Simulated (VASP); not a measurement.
Input of a VASP 6.6.1 run:

The input INCAR:

```
SYSTEM = Ti
PREC = Accurate
ENCUT = 520
EDIFF = 1E-6
ISMEAR = 0
SIGMA = 0.05
LREAL = .FALSE.
LASPH = .TRUE.
NELM = 100
ALGO = Normal
ISIF = 2
LWAVE = .FALSE.
LCHARG = .FALSE.
GGA = PE
NBANDS = 12
```

The input KPOINTS:

```
regular mesh
0
G
  18 18 18
  0 0 0
```

Contents of POSCAR:

```
Ti
1.0
    0.0000000000      2.0560080757      2.0560080757
    2.0560080757      0.0000000000      2.0560080757
    2.0560080757      2.0560080757      0.0000000000
Ti
1
Direct
    0.0000000000      0.0000000000      0.0000000000
```

Potentials or basis: VASP PAW PBE potentials, release 64 (Ti_sv).

Run with:

```sh
$ cat potpaw_PBE.64/Ti_sv/POTCAR > POTCAR
$ mpirun -np 1 vasp_std > vasp.out
```

What does it give for the pressure?

-0.3 GPa.

Predict the band gap on the k mesh.

none (metal or under the smearing width).
